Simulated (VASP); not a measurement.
Set up this calculation in VASP 6.6.1, as the native input.

| Property | Result |
| --- | --- |
| Task | band structure |
| Functional | LDA |
| Potentials or basis | VASP PAW LDA potentials, release 64 (Cd, S) |
| Cutoff | 520 eV |
| k mesh | 5 × 5 × 3 |
| Occupations | fermi-dirac, width 0.05 eV |
| Spin | spin-orbit coupling, no magnetisation |
| Further INCAR settings | ALGO = Normal; EDIFF = 1e-06; NBANDS = 50 |

Crystal: CdS (Greenockite).

```xyz
4
Lattice="4.1500 0.0000 0.0000 -2.0750 3.5940 0.0000 0.0000 0.0000 6.7370" Properties=species:S:1:pos:R:3 pbc="T T T"
Cd    2.0750    1.1980    3.3685
Cd    0.0000    2.3960    0.0000
S     2.0750    1.1980    5.8949
S     0.0000    2.3960    2.5264
```

The input as run:

POSCAR

```
CdS
1.0
    4.1500000000      0.0000000000      0.0000000000
   -2.0750000000      3.5940054257      0.0000000000
    0.0000000000      0.0000000000      6.7370000000
Cd S
2 2
Direct
    0.6666666667      0.3333333333      0.5000000000
    0.3333333333      0.6666666667      0.0000000000
    0.6666666667      0.3333333333      0.8750000000
    0.3333333333      0.6666666667      0.3750000000
```

INCAR.step1

```
PREC = Accurate
ENCUT = 520
EDIFF = 1E-6
ISMEAR = -1
SIGMA = 0.05
LREAL = F
LASPH = T
NELM = 60
ALGO = Normal
ISIF = 2
LWAVE = F
LCHARG = T
LNONCOLLINEAR = T
MAGMOM = 0 0 0 0 0 0 0 0 0 0 0 0
LORBIT = 11
LSORBIT = T
GGA_COMPAT = F
NBANDS = 50
```

KPOINTS.step1

```
Automatic mesh
0
Gamma
  5 5 3
```

INCAR.step2

```
PREC = Accurate
ENCUT = 520
EDIFF = 1E-6
ISMEAR = 0
SIGMA = 0.05
LREAL = F
LASPH = T
NELM = 60
ALGO = Normal
ISIF = 2
LWAVE = F
LCHARG = F
LNONCOLLINEAR = T
MAGMOM = 0 0 0 0 0 0 0 0 0 0 0 0
LORBIT = 11
LSORBIT = T
GGA_COMPAT = F
NBANDS = 50
ICHARG = 11
```

KPOINTS.step2

```
path GMKGALHA,LM,KH
20
line-mode
reciprocal
 0.0000000000  0.0000000000  0.0000000000  G
 0.5000000000  0.0000000000  0.0000000000  M

 0.5000000000  0.0000000000  0.0000000000  M
 0.3333333333  0.3333333333  0.0000000000  K

 0.3333333333  0.3333333333  0.0000000000  K
 0.0000000000  0.0000000000  0.0000000000  G

 0.0000000000  0.0000000000  0.0000000000  G
 0.0000000000  0.0000000000  0.5000000000  A

 0.0000000000  0.0000000000  0.5000000000  A
 0.5000000000  0.0000000000  0.5000000000  L

 0.5000000000  0.0000000000  0.5000000000  L
 0.3333333333  0.3333333333  0.5000000000  H

 0.3333333333  0.3333333333  0.5000000000  H
 0.0000000000  0.0000000000  0.5000000000  A

 0.5000000000  0.0000000000  0.5000000000  L
 0.5000000000  0.0000000000  0.0000000000  M

 0.3333333333  0.3333333333  0.0000000000  K
 0.3333333333  0.3333333333  0.5000000000  H
```

Potentials or basis: VASP PAW LDA potentials, release 64 (Cd, S).

The run is started by

```console
$ cat potpaw_LDA.64/Cd/POTCAR potpaw_LDA.64/S/POTCAR > POTCAR
$ cp INCAR.step1 INCAR
$ cp KPOINTS.step1 KPOINTS
$ mpirun -np 1 vasp_ncl > vasp.out
$ cp INCAR.step2 INCAR
$ cp KPOINTS.step2 KPOINTS
$ mpirun -np 1 vasp_ncl > vasp.out
```

It took 10 min on 1 thread of Intel(R) Xeon(R) 6975P-C (Granite Rapids), on a shared host, peak memory 1.1 GiB.
